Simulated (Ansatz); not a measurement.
A surface is cut from this relaxed crystal of Bi₄Te₃:

```cif
data_structure
_symmetry_space_group_name_H-M 'P 1'
_symmetry_Int_Tables_number 1
_cell_length_a 14.5698
_cell_length_b 14.5698
_cell_length_c 14.5698
_cell_angle_alpha 17.798
_cell_angle_beta 17.798
_cell_angle_gamma 17.798
_cell_volume 252.26
loop_
_atom_site_label
_atom_site_type_symbol
_atom_site_fract_x
_atom_site_fract_y
_atom_site_fract_z
_atom_site_occupancy
Bi1 Bi 0.71345 0.71345 0.71345 1
Bi2 Bi 0.28655 0.28655 0.28655 1
Bi3 Bi 0.14739 0.14739 0.14739 1
Bi4 Bi 0.85261 0.85261 0.85261 1
Te1 Te 0.00000 0.00000 0.00000 1
Te2 Te 0.41971 0.41971 0.41971 1
Te3 Te 0.58029 0.58029 0.58029 1
```

Miller indices refer to the conventional cell of R-3m (No. 166), a = 4.508 Å, b = 4.508 Å, c = 43.006 Å, α = 90.00°, β = 90.00°, γ = 120.00°.

The (001) slab of 14 planes, 26.0 Å thick with 15 Å of vacuum as cut; outer planes Te (top) and Bi (bottom).

Method: DFT PBE, scalar-relativistic, plane waves, PAW in Ansatz. Cutoff 420 eV; k points 9×9×1 on the computed 14-atom cell (Γ-centred); Gaussian smearing, width 0.05 eV; no spin polarisation. The cell repeats along c with a dipole correction in the vacuum.

The cut is weakly bound, and this functional has no dispersion correction.

Results for the relaxed slab:

| Item | Value |
| --- | --- |
| Surface energy (mean of both faces) | 0.08 J/m² |
| Work function | 4.66 eV (top), 4.27 eV (bottom) |
| Dipole of the slab along +c, per cell | -0.0384 e·Å |

Relaxation lowers the energy by 0.002 J/m² a face; the largest move is 0.028 Å.

```csv
plane (bottom to top),atoms,"spacing to next, bulk (Å)",relaxed (Å),change (%)
1,Bi,1.658,1.656,-0.1
2,Bi,2.624,2.628,+0.1
3,Te,1.703,1.701,-0.1
4,Bi,2.012,2.013,0.0
5,Te,2.012,2.015,+0.1
6,Bi,1.703,1.703,0.0
7,Te,2.624,2.628,+0.1
8,Bi,1.658,1.659,0.0
9,Bi,2.624,2.623,-0.1
10,Te,1.703,1.713,+0.6
11,Bi,2.012,1.999,-0.7
12,Te,2.012,2.042,+1.5
13,Bi,1.703,1.667,-2.1
14,Te,,,
```

Slabs this thin can still miss converged surface energies by a few hundredths of a J/m² and work functions by about a tenth of an eV.

Spin-orbit coupling is left out, which matters for the bands of heavy elements. The smearing is narrow for a metal on this mesh.

γ = (E_slab − N·E_bulk)/2A = 0.171 eV / (2 × 17.60 Å²) = 4.9 meV/Å² = 0.08 J/m², with N = 14 atoms. The top two spacings change in opposite senses (-2.1 and +1.5 %). The faces differ by 0.40 eV because the slab carries a dipole: a dipole layer of p per area A shifts the vacuum level by e·p/(ε0·A) = 180.95 V·Å × 0.0384 e·Å / 17.60 Å² = 0.39 eV.

The low surface energy fits a cut between a Bi₂ bilayer and a Bi₂Te₃ quintuple layer, which leaves the strong bonds inside both blocks intact. The relaxation is small but one-sided: the Bi-terminated face hardly moves, while the changes concentrate in the Te-terminated quintuple layer. There the outer Te–Bi spacing shrinks by 2.1 % and the next one grows by 1.5 %. This suggests that the outer Te, having lost its neighbour across the gap, binds more strongly to the Bi beneath, at the expense of that atom's opposite bond through the shared p orbitals.

The higher work function on the Te side matches the sign of the dipole, with negative charge displaced towards that face. Te is the more electronegative element, and electron donation from the Bi₂ bilayers to the quintuple layers probably contributes, though no charge analysis separates the two. As no other termination was computed, the results don't establish that this cut is the preferred one.
